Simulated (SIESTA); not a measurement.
# Ag under changes of volume

One of the cells (17.389 Å³/atom); the others are scaled copies at fixed shape and fractional positions:

```
Ag
1.0
     0.00000    2.05628    2.05628
     2.05628    0.00000    2.05628
     2.05628    2.05628    0.00000
Ag
1
Direct
  0.00000 0.00000 0.00000
```

* Program: SIESTA 5.4.2
* Functional: PBE
* Potentials or basis: PseudoDojo 0.4 standard (PBE files)
* Basis: DZP (energy shift 0.002 Ry)
* Grid cutoff: 800 Ry
* Energy shift: 0.002 Ry
* k mesh: 11 × 11 × 11
* Occupations: fermi-dirac, width 0.05 eV
* Spin: no spin polarisation

```csv
volume (Å³/atom),energy over the lowest point (meV/atom),pressure (GPa)
16.025,75.35,14.4
16.366,48.53,11.1
16.707,28.33,8.2
17.389,5.51,3.3
17.730,?,?
18.071,0.00,-0.5
```

Task: What does the run at 17.730 Å³/atom give?

Result: Energy over the lowest point 0.79 meV/atom; pressure 1.3 GPa.

Worked out: A Birch-Murnaghan fit of order 3 (a polynomial in V^(-2/3)) to the other rows has its minimum at 17.99 Å³/atom with B0 = V·E''(V) = 81 GPa (rough, since the energies scatter). It gives 0.89 meV/atom at 17.730 Å³/atom, against the run's 0.79, and -dE/dV = 1.2 GPa, against 1.3.

Energies are extrapolated to zero smearing.

Caveats: semicore shells carry a single zeta, which can move pressures by several GPa and volumes by a few percent; the basis of atomic orbitals isn't converged, which shifts pressures, moduli and gaps.
